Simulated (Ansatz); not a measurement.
Set up this calculation in Ansatz 0.2.0, as the native input.

```
Task                                : band structure
Functional                          : PBE0
Potentials or basis                 : Ansatz PAW
Cutoff                              : 420 eV (not typed: the program's choice for these potentials)
k mesh                              : 4 × 4 × 6
Occupations                         : fermi-dirac, width 0.05 eV
Spin                                : collinear spin, ferromagnetic start
Starting moments                    : [4.0, 4.0, 0.0, 0.0, 0.0, 0.0] μB
Path                                : [["G", "X", "M", "G", "Z", "R", "A", "Z"], ["X", "R"], ["M", "A"]]
Points for each segment of the path : 4
```

Crystal: MnF2.

```
Mn F
1.0
     4.87380    0.00000    0.00000
     0.00000    4.87380    0.00000
     0.00000    0.00000    3.31070
Mn F
2 4
Direct
  0.50000 0.50000 0.50000
  0.00000 0.00000 0.00000
  0.80530 0.19470 0.50000
  0.69470 0.69470 0.00000
  0.19470 0.80530 0.50000
  0.30530 0.30530 0.00000
```

These files were run (other wordings do the same):

input

```
crystal:
  lattice:
    - [4.8738, 0.0, 0.0]
    - [0.0, 4.8738, 0.0]
    - [0.0, 0.0, 3.3107]
  atoms:
    - { symbol: Mn, position: [0.5, 0.5, 0.5], spin: 4.0 }
    - { symbol: Mn, position: [0.0, 0.0, 0.0], spin: 4.0 }
    - { symbol: F, position: [0.8053, 0.1947, 0.5] }
    - { symbol: F, position: [0.6947, 0.6947, 0.0] }
    - { symbol: F, position: [0.1947, 0.8053, 0.5] }
    - { symbol: F, position: [0.3053, 0.3053, 0.0] }
hamiltonian:
  xc: pbe0
  pseudopotentials: { kind: paw }
magnetization:
  spin_polarized: true
kpoints:
  mp_grid: { grid: [4, 4, 6] }
  band_path:
    path:
      - [[0.0, 0.0, 0.0], [0.0, 0.5, 0.0], [0.5, 0.5, 0.0], [0.0, 0.0, 0.0], [0.0, 0.0, 0.5], [0.0, 0.5, 0.5], [0.5, 0.5, 0.5], [0.0, 0.0, 0.5]]
      - [[0.0, 0.5, 0.0], [0.0, 0.5, 0.5]]
      - [[0.5, 0.5, 0.0], [0.5, 0.5, 0.5]]
    npoints: 4
scf:
  occupations: { method: fermi_dirac, width: 0.05 }
  n_extra_bands: 15
output:
  forces: true
  stress: true
  eigenvalues: true
  fatbands: false
```

Results of the run:

| Quantity | Value |
| --- | --- |
| Pressure | 1.4 GPa |
| Largest force | 0.008 eV/Å |
| Band gap on the k mesh | 4.42 eV, direct |
| Band gap along the path | 4.42 eV, direct |
| Net moment | 10.00 μB per cell |
| Absolute moment | 10.01 μB per cell |
| Site moments | Mn +4.28; F +0.08 μB |

Caveat: the magnetic or orbital state may not be the lowest; the pressure holds a Pulay correction of +0.4 GPa for the finite cutoff; only a ferromagnetic start was run, and an antiferromagnetic order may lie lower in energy; the PAW data sets come from PBE, with cores solved anew for the run's functional, which leaves a small shift of forces and pressure; the thresholds are loose for stress.

Wall time 2.4 min on 1 × NVIDIA H100 80GB HBM3 with 2 threads of AMD EPYC 7R13 Processor (Zen 3) (shared host), peak memory 2.6 GiB.
